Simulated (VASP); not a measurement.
# BN (P6_3/mmc) in VASP: settings compared, part 2 of 2

VASP 6.6.1. Earlier steps stand in the parts before.

## Step 4: Relaxation of cell and atoms, LDA

Input file INCAR:

```
ALGO     = Normal         # electronic algorithm
EDIFF    = 1E-6           # SCF threshold, eV
EDIFFG   = -0.01          # ionic threshold
ENCUT    = 600            # plane-wave cutoff, eV
GGA      = CA             # functional
IBRION   = 2              # ionic algorithm
ISIF     = 3              # what is computed and relaxed
ISMEAR   = 0              # smearing method
LASPH    = T              # aspherical terms in the spheres
LCHARG   = F              # write CHGCAR
LREAL    = F              # projectors in reciprocal space
LWAVE    = F              # write WAVECAR
NELM     = 80             # most SCF steps
NSW      = 90             # ionic steps
PREC     = Accurate       # precision mode
SIGMA    = 0.03           # smearing width, eV
```

Input file KPOINTS:

```
k-points
0
Gamma
  12 12 4
```

Input file POSCAR:

```
BN
1.0
    2.4982400000      0.0000000000      0.0000000000
   -1.2491200000      2.1635393048      0.0000000000
    0.0000000000      0.0000000000      6.6357000000
B N
2 2
Direct
    0.3333333333      0.6666666667      0.2500000000
    0.6666666667      0.3333333333      0.7500000000
    0.3333333333      0.6666666667      0.7500000000
    0.6666666667      0.3333333333      0.2500000000
```

Potentials or basis: VASP PAW LDA potentials, release 64 (B, N).

On the command line:

```sh
$ cat potpaw_LDA.64/B/POTCAR potpaw_LDA.64/N/POTCAR > POTCAR
$ mpirun -np 1 vasp_std > vasp.out
```

Run time: 51 s. Hardware: 1 thread of Intel Xeon 6975P-C (Granite Rapids), shared host; peak memory 0.15 GiB.

The run converged. Its results:

```yaml
Free_energy: -38.5874 eV
Relaxed_volume: 8.64 Å³/atom
Relaxed_cell: a = 2.490 Å, b = 2.490 Å, c = 6.437 Å, α = 90.00°, β = 90.00°, γ = 120.00°
Space_group_after_relaxing_to_0.05_Å: P6_3/mmc (No. 194)
Energy_gained_by_relaxing: 1.4 meV/atom
Ionic_steps: 9
Pressure_after_relaxing: 0.1 GPa
Band_gap_on_the_k_mesh: 4.03 eV, indirect (least direct gap 4.43 eV)
```

Stress tensor (GPa, compression positive):
```
 0.13  0.00  0.00
 0.00  0.13  0.00
 0.00  0.00 -0.03
```

Step by step:
```
step  energy change (eV)  largest force (eV/Å)  pressure (GPa)  volume (Å³)
   1              0.0000                0.0000           -2.65        35.87
   2              0.0074                0.0000            4.69        35.10
   3             -0.0028                0.0000           -0.23        35.60
   4             -0.0028                0.0000           -0.18        35.60
   5             -0.0031                0.0000           -0.14        35.53
   6             -0.0039                0.0000           -0.10        35.33
   7             -0.0051                0.0000           -0.02        34.94
   8             -0.0051                0.0000            0.22        34.16
   9             -0.0055                0.0000            0.08        34.56
```

Final structure:
```xyz
4
Lattice="2.4899 0.0000 0.0000 -1.2449 2.1563 0.0000 0.0000 0.0000 6.4367" Properties=species:S:1:pos:R:3 pbc="T T T"
B     0.0000    1.4375    1.6092
B     1.2449    0.7188    4.8275
N     0.0000    1.4375    4.8275
N     1.2449    0.7188    1.6092
```

Levels at points of the mesh, in eV from the valence-band top:
| k point | band 6 | band 7 | band 8 | band 9 | band 10 | band 11 |
| --- | --- | --- | --- | --- | --- | --- |
| (0.00, 0.00, 0.00) | -1.35 | -1.30 | -1.30 | 5.13 | 10.45 | 11.53 |
| (0.50, 0.00, 0.00) | -4.13 | -1.63 | -0.40 | 4.03 | 5.68 | 9.63 |
| (0.00, 0.00, 0.50) | -1.33 | -1.33 | -1.33 | 7.75 | 7.75 | 11.61 |
| (0.50, 0.00, 0.50) | -4.18 | -0.99 | -0.99 | 4.55 | 4.55 | 10.07 |

## Step 5: Relaxation of cell and atoms, LDA

This run uses another cell than the first one, of 8.64 Å³/atom, 0.964 times its volume.

INCAR, as its differences from that of step 4:

```diff
@@ -1,4 +1,4 @@
 ALGO     = Normal         # electronic algorithm
-EDIFF    = 1E-6           # SCF threshold, eV
-EDIFFG   = -0.01          # ionic threshold
+EDIFF    = 1E-7           # SCF threshold, eV
+EDIFFG   = -0.005         # ionic threshold
 ENCUT    = 600            # plane-wave cutoff, eV
```

KPOINTS is that of step 4.

Input file POSCAR:

```
BN                                      
1.0
    2.4898779054      0.0000000000     -0.0000000000
   -1.2449389527      2.1562975184      0.0000000000
    0.0000000000     -0.0000000000      6.4367047861
  B               N             
     2     2
Direct
     0.3333333332999970    0.6666666667000030    0.2500000000000000
     0.6666666667000030    0.3333333332999970    0.7500000000000000
     0.3333333332999970    0.6666666667000030    0.7500000000000000
     0.6666666667000030    0.3333333332999970    0.2500000000000000
```

Potentials or basis: VASP PAW LDA potentials, release 64 (B, N).

On the command line:

```sh
$ cat potpaw_LDA.64/B/POTCAR potpaw_LDA.64/N/POTCAR > POTCAR
$ mpirun -np 1 vasp_std > vasp.out
```

OUTCAR:

```text
EDIFF = 1E-7
   EDIFFG = -0.005
   ENCUT = 600
   GGA = CA
   IBRION = 2
   ISIF = 3
   ISMEAR = 0
   LASPH = T
   LREAL = F
   NELM = 80
   NSW = 90
   PREC = Accurate

 ion  position               nearest neighbor table
   1  0.333  0.667  0.250-   4 1.44   4 1.44   4 1.44
   2  0.667  0.333  0.750-   3 1.44   3 1.44   3 1.44
   3  0.333  0.667  0.750-   2 1.44   2 1.44   2 1.44
   4  0.667  0.333  0.250-   1 1.44   1 1.44   1 1.44

  LATTYP: Found a hexagonal cell.
 ALAT       =     2.4898779054
 C/A-ratio  =     2.5851487626

  Lattice vectors:

 A1 = (   2.4898779054,   0.0000000000,   0.0000000000)
 A2 = (  -1.2449389527,   2.1562975184,   0.0000000000)
 A3 = (   0.0000000000,   0.0000000000,   6.4367047861)

[... 271 lines left out ...]

 val. band max:        2.5098525914   @ k =   0.3333   0.2500   0.0000
 cond. band min:       6.5375568059   @ k =   0.5000  -0.0000   0.0000
 fundamental gap:      4.0277042145
 Fermi energy:         2.7120159774

 k-point     1 :       0.0000    0.0000    0.0000
  band No.  band energies     occupation
      1     -15.2448      2.00000
      2     -14.8506      2.00000
      3      -4.0783      2.00000
      4      -1.5301      2.00000
      5       1.1570      2.00000
      6       1.1570      2.00000
      7       1.2070      2.00000
      8       1.2070      2.00000
      9       7.6438      0.00000
     10      12.9626      0.00000
     11      14.0326      0.00000
     12      14.0326      0.00000
[... 331 lines left out ...]
 k-point    24 :       0.3333    0.0000    0.2500
  band No.  band energies     occupation
      1     -13.1726      2.00000
      2     -12.9712      2.00000
      3      -4.4042      2.00000
      4      -4.3238      2.00000
      5      -1.1333      2.00000
      6      -1.0754      2.00000
      7      -0.9238      2.00000
      8       0.5416      2.00000
      9       9.1919      0.00000
     10       9.9273      0.00000
     11      11.4907      0.00000
     12      12.8376      0.00000

 [... further k-points ...]
[... 5 lines left out ...]
  --------------------------------------------------------------------------------------
  -------------------------------------------------------------------------------------
  Total        0.0004056      0.0004056      0.0023707     -0.0000000     -0.0000000      0.0000000
  in kB        0.0187998      0.0187998      0.1098764     -0.0000000     -0.0000000      0.0000000
  external PRESSURE =       0.0491587 kB  Pullay stress =       0.0000000 kB
[... 19 lines left out ...]
  FREE ENERGIE OF THE ION-ELECTRON SYSTEM (eV)
  ---------------------------------------------------
  free  energy   TOTEN  =       -38.5851174662 eV

  energy  without entropy=      -38.5851174662  energy(sigma->0) =      -38.58511747

 reached required accuracy - stopping structural energy minimisation
```

It took 20 s on 1 thread of Intel Xeon 6975P-C (Granite Rapids), shared host; peak memory 0.14 GiB.

Results:

```yaml
Free_energy: -38.5851 eV
Relaxed_volume: 8.64 Å³/atom
Relaxed_cell: a = 2.490 Å, b = 2.490 Å, c = 6.437 Å, α = 90.00°, β = 90.00°, γ = 120.00°
Space_group_after_relaxing_to_0.05_Å: P6_3/mmc (No. 194)
Energy_gained_by_relaxing: 0.0 meV/atom
Ionic_steps: 3
Pressure_after_relaxing: 0.0 GPa
Band_gap_on_the_k_mesh: 4.03 eV, indirect (least direct gap 4.43 eV)
```

Final structure:
```
B N
1.0
     2.49023    0.00000    0.00000
    -1.24511    2.15660    0.00000
     0.00000    0.00000    6.43677
B N
2 2
Direct
  0.33333 0.66667 0.25000
  0.66667 0.33333 0.75000
  0.33333 0.66667 0.75000
  0.66667 0.33333 0.25000
```

A k mesh can miss the band edges. A hybrid or GW would open this gap; LDA tends to underestimate it.

## Step 6: The runs side by side

| task | level | potentials or basis | cell | gap on the mesh (eV) | pressure (GPa) |
| --- | --- | --- | --- | --- | --- |
| relaxation of shape and atoms at fixed volume | PBEsol | VASP PAW PBE potentials, release 64 (B, N) | atoms relaxed at fixed volume from: a relaxed cell with its volume scaled by 1.04 | 4.28 | -0.3 |
| relaxation of shape and atoms at fixed volume | PBEsol | VASP PAW PBE potentials, release 64 (B, N) | atoms relaxed at fixed volume from: a relaxed cell with its volume scaled by 1.06 | 4.32 | -0.4 |
| relaxation of cell and atoms | LDA | VASP PAW LDA potentials, release 64 (B, N) | relaxed | 4.03 | 0.0 |

Alike in all rows: no spin polarisation; k mesh 12 × 12 × 4; cutoff (eV) 600; smearing gaussian 0.03 eV.

Caveats: the PAW data sets were made with another functional, which shifts forces and pressure a little (some runs); this functional lacks dispersion, which binds the layers, so the pressure and a relaxed spacing across them are unreliable (some runs).

Total energies depend on the potentials used, so only differences within one code and one set of settings carry meaning.
